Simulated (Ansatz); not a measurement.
# Ti3Ni (Pm-3m) in Ansatz: further runs

The runs below take Ti3Ni through single point, with PBEsol.

Program: Ansatz 0.2.0. These are calculated values, not measurements. Logs are shortened: lines on timing, memory, paths and dates and some standing lists are left out, and cuts for length are marked.

### 1 The structure

The structure is cubic, space group Pm-3m (No. 221). Conventional cell: a = 3.935 Å, b = 3.935 Å, c = 3.935 Å, α = 90.00°, β = 90.00°, γ = 90.00°. Ni (site symmetry m-3m) is surrounded by 12 Ti at 2.78 Å. Ti (site symmetry 4/mmm) has 4 Ni at 2.78 Å and 8 Ti at 2.78 Å as nearest neighbours.

The cell comes from a database or a generator and needn't be the stable form of this composition.

### 2 Single point, PBEsol

input.yaml

```yaml
crystal:
  lattice:
    - [3.935175, 0.0, 0.0]
    - [0.0, 3.935175, 0.0]
    - [0.0, 0.0, 3.935175]
  atoms:
    - { symbol: Ni, position: [0.0, 0.0, 0.0] }
    - { symbol: Ti, position: [0.5, 0.5, 0.0] }
    - { symbol: Ti, position: [0.5, 0.0, 0.5] }
    - { symbol: Ti, position: [0.0, 0.5, 0.5] }
hamiltonian:
  xc: pbesol
  pseudopotentials: { kind: paw }
kpoints:
  mp_grid: { grid: [7, 7, 7] }
scf:
  occupations: { method: fermi_dirac, width: 0.05 }
output:
  forces: true
  stress: true
  eigenvalues: true
```

Potentials or basis: Ansatz PAW.

Started as:

```sh
ansatz run input.yaml --threads 2 --pin off --max-ram 5632MiB --backend cpu --events-out ev --progress --plain --runs-dir out
```

Log:

```text
Warning: RAYON_NUM_THREADS=2 ignored (pool sized by the plan → 2); use --threads N
Engine: ansatz 0.2.0, x86_64-unknown-linux-gnu
Pseudopotentials: kind: paw
Pseudopotential: Ni, paw, valence charge 18, recommended cutoff 420 eV (normal), Ni.paw.azcp
Pseudopotential: Ti, paw, valence charge 12, recommended cutoff 420 eV (normal), Ti.paw.azcp
Functional definition: PBEsol
  exchange = pbesol_x
  correlation = pbesol_c
Crystal: 4 atoms, lattice volume = 60.939 Å³
Basis set: ecut = 420 eV, 1213 PW (Γ), exchange–correlation on 54×54×54 points (8 copies of the dense FFT grid, shifted against one another)
Bands: 33, of which v1, the nominal top of the filled ones, is band 27 counted from 1 (26 counted from 0)
Symmetry: 48 space group operations
Space group: Pm-3m (ITA 221), of the structure as read, at distance tolerance 3.9e-5 Å
k-points: 20 of 343
Non-local potential: Ni, projectors of the file, l = 0: 3, l = 1: 2, l = 2: 3, l = 3: 1
Non-local potential: Ti, projectors of the file, l = 0: 3, l = 1: 2, l = 2: 3, l = 3: 1
PAW form: soft (Blöchl's): semilocal exchange-correlation on the pseudo side does not see the compensation charge
PAW frozen core: Ni, regenerated for the run's functional, and the local potential with it (the file was generated under x = pbe(κ = 0.804, μ = 0.2195149727645171), c = pbe(β = 0.06672455060314922))
PAW frozen core: Ti, regenerated for the run's functional, and the local potential with it (the file was generated under x = pbe(κ = 0.804, μ = 0.2195149727645171), c = pbe(β = 0.06672455060314922))
PAW one-centre angular grid: Ni, 590 points (default); XC on 64 Gauss nodes
PAW one-centre angular grid: Ti, 590 points (default); XC on 64 Gauss nodes
Initial density: superposition of atomic densities (neutral atoms: chi_scale 0, normalization atom), corrected by the library's trained network
Initial wavefunctions: pseudopotential atomic-orbital guess
Functional: x = pbesol(κ = 0.804, μ = 0.12345679012345678), c = pbesol(β = 0.046)
SCF iter   1: F=—  HF=-13227.037181 eV  |F-HF|=—  |Δ(HF+E_count)|=         —  Δρ=1.90e-2  dr2=1.38e-1  ethr=1.77e-3  ⟨swp⟩=3.8  Hψ=2069  notcnv=0
preconditioner: auto → Kerker (q_TF=auto, 2.674 Å⁻¹)  [metal: Δε(μ)=0.035 eV  Ē_g=3.124 eV  σ=0.050 eV  W_gap=0.17  n_scr=18 (ndim 8)  ℏωp=22.3 eV  f_vac=0.000  D(μ)=7.45/eV (n_scr^D=92)]
SCF iter   2: F=—  HF=-13227.018897 eV  |F-HF|=—  |Δ(HF+E_count)|=   1.83e-2  Δρ=3.85e-3  dr2=6.87e-3  ethr=2.56e-4  ⟨swp⟩=2.3  Hψ=1090  notcnv=0  defer=1
SCF iter   3: F=—  HF=-13227.017448 eV  |F-HF|=—  |Δ(HF+E_count)|=   1.45e-3  Δρ=1.18e-3  dr2=6.96e-4  ethr=1.27e-5  ⟨swp⟩=2.1  Hψ=865  notcnv=0  defer=1
SCF iter   4: F=—  HF=-13227.017293 eV  |F-HF|=—  |Δ(HF+E_count)|=   1.56e-4  Δρ=2.94e-4  dr2=5.22e-5  ethr=1.29e-6  ⟨swp⟩=2.0  Hψ=873  notcnv=0  defer=1
SCF iter   5: F=—  HF=-13227.017302 eV  |F-HF|=—  |Δ(HF+E_count)|=   9.08e-6  Δρ=1.80e-4  dr2=1.54e-5  ethr=9.66e-8  ⟨swp⟩=2.4  Hψ=1088  notcnv=0  defer=1
SCF iter   6: F=—  HF=-13227.017300 eV  |F-HF|=—  |Δ(HF+E_count)|=   1.93e-6  Δρ=4.17e-5  dr2=7.20e-7  ethr=2.85e-8  ⟨swp⟩=2.0  Hψ=848  notcnv=0  defer=1
SCF iter   7: F=-13227.017300 eV  HF=-13227.017300 eV  |F-HF|=3.87e-8  |Δ(HF+E_count)|=   6.27e-9  Δρ=7.48e-6  dr2=3.15e-8  ethr=1.85e-10  ⟨swp⟩=5.3  Hψ=2662  notcnv=0
SCF 1 converged in 7 iterations: F = -13227.017300 eV  dr2 = 3.15e-8
SCF converged after 7 iterations
Free energy (F): -13227.017300 eV
Harris-Foulkes:  -13227.017300 eV  (|F-HF|=3.87e-8)
Internal energy: -13226.956541 eV  (E = F + TS)
E sigma→0 (E₀):  -13226.986921 eV
Entropy (-TS):   -0.060759 eV (-15.190 meV/atom)
Fermi energy:    14.451122 eV
--- Per-component energies (eV) ---
  E_band       = -773.017146
  E_kinetic    = 1101.430530
  E_local      = -6426.599733  (includes V_loc(G=0)·N_el)
  E_nonlocal   = 661.399000
  E_hartree    = 2698.634585
  E_xc         = -375.374196
  E_vxc        = -474.905698  (∫ρ·V_xc dr)
  E_paw        = -4660.465899  (= ΣΔE_a)
  E_vpaw       = -1031.613453  (= ΣTr[D̂ρ^β])
  E_aug_tail   = 0.000828  (compensation charges beyond the density's cutoff)
  E_ewald      = -6226.597099
  E_core_change = 0.615442  (= ΣΔE_core)
  E_smearing   = -0.060759  (= −TS)
  E_closure    = 0.000000  (closes the sum)
  Σ components = -13227.017300   (vs F -13227.017300, Δ=0.00e0)
--- Forces (eV/Å), atoms counted from 1 ---
  atom   1  Ni     0.00000000     0.00000000     0.00000000
  atom   2  Ti     0.00000000    -0.00000000    -0.00000000
  atom   3  Ti     0.00000000    -0.00000000     0.00000000
  atom   4  Ti     0.00000000    -0.00000000     0.00000000
  max |Σ_I F_I| component: 6.00e-29 eV/Å
--- Stress (GPa, compression-positive) ---
       -5.060232       0.000000       0.000000
        0.000000      -5.060232      -0.000000
        0.000000      -0.000000      -5.060232
  P = ⅓ Tr σ = -5.0602 GPa (-50.602 kbar)
--- Band table (eV; the first three rows and the last of 20) ---
  k-point 0: bands = ["-88.4445", "-48.9666", "-48.9666", "-48.9666", "-41.9337", "-41.7269", "-41.7269", "-18.5374", "-18.5374", "-18.5374", "-18.1374", "-18.1374", "-18.1374", "-17.8632", "-17.8632", "-17.8632", "7.7403", "11.1536", "11.2646", "11.2646", "11.8620", "11.8620", "11.8620", "14.1030", "14.1030", "14.1030", "14.8490", "14.8490", "17.0280", "17.0280", "17.0280", "17.3555", "17.3555"]
  k-point 1: bands = ["-88.4445", "-48.9667", "-48.9666", "-48.9666", "-41.9246", "-41.7359", "-41.7268", "-18.5185", "-18.5185", "-18.5093", "-18.1441", "-18.1441", "-18.1405", "-17.9000", "-17.8767", "-17.8767", "7.9738", "11.2526", "11.3733", "11.3827", "11.9311", "11.9478", "11.9478", "14.0431", "14.1341", "14.1341", "14.5944", "14.9188", "16.2036", "16.2036", "16.8237", "16.9644", "17.6134"]
  k-point 2: bands = ["-88.4445", "-48.9669", "-48.9666", "-48.9666", "-41.9000", "-41.7604", "-41.7265", "-18.4695", "-18.4695", "-18.4294", "-18.1657", "-18.1657", "-18.1475", "-17.9995", "-17.9070", "-17.9070", "8.6397", "11.2348", "11.6620", "11.8225", "12.1083", "12.1848", "12.1848", "13.8436", "13.8829", "14.1064", "14.1064", "15.1429", "15.5143", "15.5143", "16.0872", "16.8276", "16.9979"]
  k-point 19: bands = ["-88.4445", "-48.9669", "-48.9669", "-48.9669", "-41.8009", "-41.7907", "-41.7907", "-18.7200", "-18.4931", "-18.4893", "-18.4893", "-17.9356", "-17.9356", "-17.9275", "-17.8672", "-17.8672", "10.7212", "11.3939", "11.4842", "11.4842", "12.7811", "12.7811", "13.5857", "13.8533", "13.8533", "14.5775", "14.6832", "14.6832", "15.2315", "15.2326", "15.2326", "15.3405", "16.9808"]
```

Wall time 1.6 s (2 threads of AMD EPYC 7R43 (Zen 3), shared host); peak memory 0.39 GiB.

Results:

| Quantity | Value |
| --- | --- |
| Free energy | -13227.0173 eV |
| Pressure | -5.1 GPa |
| Band gap on the k mesh | none (metal or under the smearing width) |

Caveat: the PAW data sets come from PBE, with cores solved anew for the run's functional, which leaves a small shift of forces and pressure. Spin polarisation is off, so any magnetic state and its effect on volume and gap are missing.

### 3 Single point, PBEsol, collinear spin, ferromagnetic start

input.yaml

```yaml
crystal:
  lattice:
    - [3.935175, 0.0, 0.0]
    - [0.0, 3.935175, 0.0]
    - [0.0, 0.0, 3.935175]
  atoms:
    - { symbol: Ni, position: [0.0, 0.0, 0.0], spin: 1.0 }
    - { symbol: Ti, position: [0.5, 0.5, 0.0], spin: 1.0 }
    - { symbol: Ti, position: [0.5, 0.0, 0.5], spin: 1.0 }
    - { symbol: Ti, position: [0.0, 0.5, 0.5], spin: 1.0 }
hamiltonian:
  xc: pbesol
  pseudopotentials: { kind: paw }
magnetization:
  spin_polarized: true
kpoints:
  mp_grid: { grid: [7, 7, 7] }
scf:
  occupations: { method: fermi_dirac, width: 0.05 }
output:
  forces: true
  stress: true
  eigenvalues: true
  write_density: true
  write_potential: true
  elf: true
  volumetric_format: npy
```

Potentials or basis: Ansatz PAW.

Started as:

```sh
ansatz run input.yaml --threads 2 --pin off --max-ram 5632MiB --backend cpu --events-out ev --progress --plain --runs-dir out
```

It took 7 s on 2 threads of AMD EPYC 7R43 (Zen 3), shared host; peak memory 0.5 GiB.

The run converged. Its results:

```
Free energy            : -13227.0173 eV
Pressure               : -5.1 GPa
Band gap on the k mesh : none (metal or under the smearing width)
Net moment             : 0.00 μB per cell
Absolute moment        : 0.00 μB per cell
```

Levels at points of the mesh, in eV from the Fermi level:
Spin up:
| k point | band 25 | band 26 | band 27 | band 28 | band 29 | band 30 |
| --- | --- | --- | --- | --- | --- | --- |
| (0.00, 0.00, 0.00) | -0.35 | -0.35 | 0.40 | 0.40 | 2.58 | 2.58 |
Spin down:
| k point | band 24 | band 25 | band 26 | band 27 | band 28 | band 29 | band 30 | band 31 |
| --- | --- | --- | --- | --- | --- | --- | --- | --- |
| (0.00, 0.00, 0.00) | -0.35 | -0.35 | -0.35 | 0.40 | 0.40 | 2.58 | 2.58 | 2.58 |

Caveat: the PAW data sets come from PBE, with cores solved anew for the run's functional, which leaves a small shift of forces and pressure; the starting moments weren't kept.
